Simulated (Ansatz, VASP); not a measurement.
**Two plane-wave programs on LiH**

```
CELL_PARAMETERS angstrom
0.00000 2.05024 2.05024
2.05024 0.00000 2.05024
2.05024 2.05024 0.00000
ATOMIC_POSITIONS crystal
Li 0.00000 0.00000 0.00000
H 0.50000 0.50000 0.50000
```

Alike in both runs: task single point; functional PBE exchange alone; k mesh 11 × 11 × 11; no spin polarisation.

|  | VASP | Ansatz |
| --- | --- | --- |
| version | VASP 6.6.1 | Ansatz 0.2.0 |
| potentials or method | VASP PAW PBE potentials, release 64 (Li_sv, H) | Ansatz PAW earlier set |
| plane-wave cutoff (eV) | 520 | 800 |
| occupations | gaussian, width 0.01 eV | fixed |
| valence electrons in the cell | 4 | 4 |

```tsv
	VASP	Ansatz	Ansatz less VASP
gap on the k mesh at the Fermi level (eV)	3.71	3.71	+0.006
least direct gap on the mesh (eV)	3.71	3.71	+0.006
```

Caveats: an odd mesh through Γ misses points on the zone boundary, where band edges often lie (VASP); odd divisions of the mesh miss points on the zone boundary, where band edges often lie, so the gap on the mesh can be too wide (Ansatz).
